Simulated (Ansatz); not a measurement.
Input of an Ansatz 0.2.0 run:

The input input.yaml:

```yaml
crystal:
  lattice:
    - [1.4973312015, 0.8644845722, 6.9815443949]
    - [-1.4973312015, 0.8644845722, 6.9815443949]
    - [0.0, -1.7289691445, 6.9815443949]
  atoms:
    - { symbol: Ti, position: [0.0, 0.0, 0.0] }
    - { symbol: O, position: [0.379533, 0.379533, 0.379533] }
    - { symbol: O, position: [0.620467, 0.620467, 0.620467] }
hamiltonian:
  xc: { exchange: r2scan, correlation: r2scan, exx: { coeff: 0.1 } }
  pseudopotentials: { kind: paw }
kpoints:
  mp_grid: { grid: [6, 6, 6] }
scf:
  occupations: { method: fermi_dirac, width: 0.05 }
output:
  forces: true
  stress: true
  eigenvalues: true
```

Potentials or basis: Ansatz PAW.

Command:

```bash
$ ansatz run input.yaml --threads 2 --pin off --max-ram 5632MiB --backend cpu --events-out ev --progress --plain --runs-dir out
```

(1) Estimate the pressure.

(2) What does it give for the band gap on the k mesh?

Results:

(1) -4.7 GPa.

(2) 3.95 eV, indirect (least direct gap 4.14 eV).

Caveat: the PAW data sets come from PBE, with cores solved anew for the run's functional, which leaves a small shift of forces and pressure; the thresholds are loose for stress.
